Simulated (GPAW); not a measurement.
MoS2: band structure with WC

**Experimental background.**

“Multiwavelength excitation Raman Scattering Analysis of bulk and 2 dimensional MoS2: Vibrational properties of atomically thin MoS2 layers”, 2015, arxiv:1506.03228 reports, for a bulk crystal of MoS2 at 300 K: band gap 1.3 eV (indirect).

Crystal: MoS2.

```
Mo S
1.0
     3.16900    0.00000    0.00000
    -1.58450    2.74443    0.00000
     0.00000    0.00000   12.32400
Mo S
2 4
Direct
  0.66667 0.33333 0.75000
  0.33333 0.66667 0.25000
  0.66667 0.33333 0.37700
  0.33333 0.66667 0.87700
  0.66667 0.33333 0.12300
  0.33333 0.66667 0.62300
```

```json
{
  "Program": "GPAW 26.7.0",
  "Task": "band structure",
  "Functional": "WC",
  "Potentials or basis": "PAW data sets generated in the run's folder for this functional",
  "Cutoff": "600 eV",
  "Basis": "pw",
  "k mesh": "6 × 6 × 2",
  "Occupations": "fermi-dirac, width 0.05 eV",
  "Spin": "spin-orbit coupling, no magnetisation",
  "Maxiter": "150",
  "Band path": "GMKGALHA,LM,KH",
  "Band points": "60",
  "spin axis theta (degrees)": "0",
  "spin axis phi (degrees)": "0",
  "Soc after scf": "second variation"
}
```

| Item | Value |
| --- | --- |
| Pressure | -2.4 GPa |
| Largest force | 0.252 eV/Å |
| Band gap on the k mesh | 0.84 eV, indirect (least direct gap 1.60 eV) |
| Band gap along the path | 0.82 eV, indirect (least direct gap 1.60 eV) |

Forces in eV/Å, atoms in the order of the input:
```
Mo   0.000  0.000  0.000
Mo   0.000  0.000  0.000
S    0.000  0.000 -0.252
S    0.000  0.000 -0.252
S    0.000  0.000  0.252
S    0.000  0.000  0.252
```

Stress tensor (GPa, compression positive):
```
-2.65  0.00  0.00
 0.00 -2.65  0.00
 0.00  0.00 -2.03
```

Levels at the corners of the path, in eV from the valence-band top:
| point | band 50 | band 51 | band 52 | band 53 | band 54 | band 55 |
| --- | --- | --- | --- | --- | --- | --- |
| Γ | -1.17 | 0.00 | 0.00 | 2.04 | 2.04 | 2.07 |
| M | -1.40 | -1.28 | -1.28 | 1.56 | 1.56 | 1.60 |
| K | -0.81 | -0.59 | -0.59 | 1.01 | 1.01 | 1.01 |
| Γ | -1.17 | 0.00 | 0.00 | 2.04 | 2.04 | 2.07 |
| A | -0.27 | -0.27 | -0.27 | 2.05 | 2.05 | 2.05 |
| L | -1.33 | -1.33 | -1.33 | 1.58 | 1.58 | 1.58 |
| H | -0.79 | -0.64 | -0.64 | 1.01 | 1.01 | 1.02 |
| A | -0.27 | -0.27 | -0.27 | 2.05 | 2.05 | 2.05 |
| L | -1.33 | -1.33 | -1.33 | 1.58 | 1.58 | 1.58 |
| M | -1.40 | -1.28 | -1.28 | 1.56 | 1.56 | 1.60 |
| K | -0.81 | -0.59 | -0.59 | 1.01 | 1.01 | 1.01 |
| H | -0.79 | -0.64 | -0.64 | 1.01 | 1.01 | 1.02 |

It took 3.8 min on 1 thread of Arm Neoverse V1, on a shared host, peak memory 0.62 GiB.

Measured gap of MoS2: 1.3 eV (indirect; 300 K; “Multiwavelength excitation Raman Scattering Analysis of bulk and 2 dimensional MoS2: Vibrational properties of atomically thin MoS2 layers”, 2015, arxiv:1506.03228). This calculation gives 0.82 eV (-0.48 eV). The value is that of WC, without temperature or zero-point motion. Semilocal functionals fall short of measured gaps as a rule.

Caveat: the k mesh is coarse; spin-orbit coupling was added after a scalar SCF, so levels and gaps hold it while energy, forces, pressure and moments don't; this program's spin-orbit splittings come out too wide for heavy elements; this functional lacks dispersion, which binds the layers, so the pressure and a relaxed spacing across them are unreliable.
